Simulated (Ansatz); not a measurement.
# FeSi2: the cost of one run

Program: Ansatz 0.2.0. Level of theory: DFT PBEsol, scalar-relativistic, plane waves, PAW. These are calculated values, not measurements.

## Step 1: The starting structure

The structure is hexagonal, space group P6/mmm (No. 191). The conventional cell has a = 4.008 Å, b = 4.008 Å, c = 3.546 Å, α = 90.00°, β = 90.00°, γ = 120.00°. Sc (site symmetry 6/mmm) has 12 Si at 2.92 Å as nearest neighbours. Si (site symmetry -6m2) is surrounded by 3 Si at 2.31 Å and 6 Sc at 2.92 Å.

Structure file:

```cif
data_structure
_symmetry_space_group_name_H-M 'P 1'
_symmetry_Int_Tables_number 1
_cell_length_a 4.0081
_cell_length_b 4.0081
_cell_length_c 3.5457
_cell_angle_alpha 90.000
_cell_angle_beta 90.000
_cell_angle_gamma 120.000
_cell_volume 49.33
loop_
_atom_site_label
_atom_site_type_symbol
_atom_site_fract_x
_atom_site_fract_y
_atom_site_fract_z
_atom_site_occupancy
Sc1 Sc 0.00000 0.00000 0.00000 1
Si1 Si 0.33333 0.66667 0.50000 1
Si2 Si 0.66667 0.33333 0.50000 1
```

This cell was relaxed beforehand with the same method: volume 16.44 Å³/atom, gap on the mesh none (metal).

## Step 2: Swap Sc → Fe

FeSi2 starts from the relaxed positions of ScSi2, with all lengths scaled by 0.934, a guess from tabulated radii. Atoms that may carry a moment start with parallel spins.

## Step 3: Quick check of gap, pressure and forces (FeSi2)

input.yaml reads:

```yaml
crystal:
  lattice:
    - [3.7449594852, 0.0, 0.0]
    - [-1.8724797426, 3.2432300503, 0.0]
    - [0.0, 0.0, 3.3129212513]
  atoms:
    - { symbol: Fe, position: [0.0, 0.0, 0.0], spin: 4.0 }
    - { symbol: Si, position: [0.3333333333, 0.6666666667, 0.5] }
    - { symbol: Si, position: [0.6666666667, 0.3333333333, 0.5] }
basis:
  ecutwfc: 420
kpoints:
  mp_grid: { grid: [6, 6, 6] }
hamiltonian:
  xc: pbesol
scf:
  occupations: { method: gaussian, width: 0.1 }
  lower_state_search: "off"
output:
  forces: true
  stress: true
  eigenvalues: true
  populations: true
magnetization:
  spin_polarized: true
```

What time and memory should one allow on 1 thread of an x86-64 CPU, shared host?

About 2 s, with a peak of 0.36 GiB.
